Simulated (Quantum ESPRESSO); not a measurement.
WC (Qusongite) in Quantum ESPRESSO: the effect of target pressure

WC (Qusongite):

```
W C
1.0
     2.90650    0.00000    0.00000
    -1.45325    2.51710    0.00000
     0.00000    0.00000    2.83660
W C
1 1
Direct
  0.00000 0.00000 0.00000
  0.66667 0.33333 0.50000
```

Alike in all runs:

| Quantity | Value |
| --- | --- |
| Program | Quantum ESPRESSO 7.5 |
| Task | phonons |
| Functional | PBE |
| Potentials or basis | PseudoDojo 0.4.1 SR PBE standard |
| Cutoff | 1116 eV |
| Density cutoff | 4463 eV |
| k mesh | 8 × 8 × 8 |
| Occupations | cold, width 0.2 eV |
| Spin | no spin polarisation |

Each run relaxes the cell or the atoms first.

Task: One run gave: relaxed volume 10.53 Å³/atom; highest phonon frequency 610 cm⁻¹. Which target pressure did it use?
A. 20 GPa
B. 10 GPa
C. 0 GPa
D. 5 GPa

Result: C.

| target pressure | relaxed volume (Å³/atom) | highest phonon frequency (cm⁻¹) |
| --- | --- | --- |
| 0 GPa | 10.53 | 610 |
| 5 GPa | 10.39 | 623 |
| 10 GPa | 10.27 | 635 |
| 20 GPa | 10.04 | 657 |

Caveats: the mesh is thin for the phonons of a metal; the cell is more than 3 GPa from zero pressure, which shifts response properties (some runs).
